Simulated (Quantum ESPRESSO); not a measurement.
**ZnO (zincite) under changes of volume**

One of the cells (11.900 Å³/atom); the others are scaled copies at fixed shape and fractional positions:

```
Zn O
1.0
     3.24931    0.00000    0.00000
    -1.62465    2.81398    0.00000
     0.00000    0.00000    5.20571
Zn O
2 2
Direct
  0.66667 0.33333 0.00000
  0.33333 0.66667 0.50000
  0.33333 0.66667 0.87901
  0.66667 0.33333 0.37901
```

```yaml
Program: Quantum ESPRESSO 7.5
Functional: r2SCAN
Potentials_or_basis: SG15 PBE 1.2
Cutoff: 1197 eV
Density_cutoff: 4789 eV
k_mesh: 5 × 5 × 3
Occupations: fermi-dirac, width 0.05 eV
Spin: no spin polarisation
```

| volume (Å³/atom) | energy over the lowest point (meV/atom) | pressure (GPa) | gap on the mesh (eV) |
| --- | --- | --- | --- |
| 11.186 | ? | ? | ? |
| 11.424 | 8.05 | 6.1 | 1.33 |
| 11.662 | 1.60 | 2.6 | 1.30 |
| 11.900 | 0.00 | -0.5 | 1.27 |
| 12.138 | 2.75 | -3.2 | 1.24 |
| 12.376 | 9.40 | -5.7 | 1.20 |
| 12.614 | 19.57 | -8.0 | 1.17 |

Problem. What does the run at 11.186 Å³/atom give?

Solution. Energy over the lowest point 19.91 meV/atom; pressure 9.9 GPa; gap on the mesh 1.37 eV.

Worked out: A Birch-Murnaghan fit of order 3 (a polynomial in V^(-2/3)) to the other rows has its minimum at 11.86 Å³/atom with B0 = V·E''(V) = 148 GPa and B' = 4.4 at fixed shape and positions, which overstates the stiffness. It gives 19.90 meV/atom at 11.186 Å³/atom, against the run's 19.91, and -dE/dV = 9.9 GPa, against 9.9. A straight line through the other rows of the gap, of slope -1.63 eV per unit of ln V (its deformation potential), extrapolates to 1.37 eV, against the run's 1.37.

Energies are extrapolated to zero smearing.

Caveats: all runs use coarse meshes; the potentials were made for another functional, which shifts forces and pressure.
